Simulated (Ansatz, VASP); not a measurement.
# Al2Cu in VASP and in Ansatz

```
CELL_PARAMETERS angstrom
4.12116 0.00000 0.00000
0.00000 4.12116 0.00000
0.00000 0.00000 2.88508
ATOMIC_POSITIONS crystal
Al 0.50000 0.00000 0.50000
Al 0.00000 0.50000 0.50000
Cu 0.00000 0.00000 0.00000
```

Alike in both runs: functional PBE; k mesh 10 × 10 × 14; occupations gaussian, width 0.1 eV; no spin polarisation.

Ansatz relaxed the structure, and its values are those at the end. VASP's run is a single point on that final structure, the one shown.

|  | VASP | Ansatz |
| --- | --- | --- |
| version | VASP 6.6.1 | Ansatz 0.2.0 |
| potentials or method | VASP PAW PBE potentials, release 64 (Al, Cu) | scalar-relativistic, plane waves, PAW |
| plane-wave cutoff (eV) | 520 | 650 |
| valence electrons in the cell | 17 | 25 |

```tsv
	VASP	Ansatz	Ansatz less VASP
gap on the k mesh at the Fermi level (eV)	none	none	-
pressure (GPa)	0.2	0.0	-0.17
```

A gap of «none» marks a metal or a gap that the smearing closes. The two sets of potentials don't hold the same shells in valence.
